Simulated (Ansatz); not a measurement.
Start from Li$_{3}$N (space group P6/mmm, No. 191; a = 3.607 Å, c = 3.845 Å).

Level of theory: Ansatz (a first-principles code) PBEsol, spin-orbit coupling left out.

Base values:

- Band gap = 1.09 eV
- Electron mass = 0.31 mₑ (at Γ)

One thing is altered: a negative pressure, −1 GPa.

Predict the new band gap.

The band gap drops by 0.05 eV, from 1.09 eV to 1.04 eV.

Predict the new electron mass.

The electron mass changes from 0.31 mₑ (at Γ) to 0.30 mₑ (at Γ).

Load acts through the strain it causes; cell and atoms are relaxed under it. Masses are band curvatures over ±0.01 Å⁻¹ around the edge. Stability against distortions was not tested.
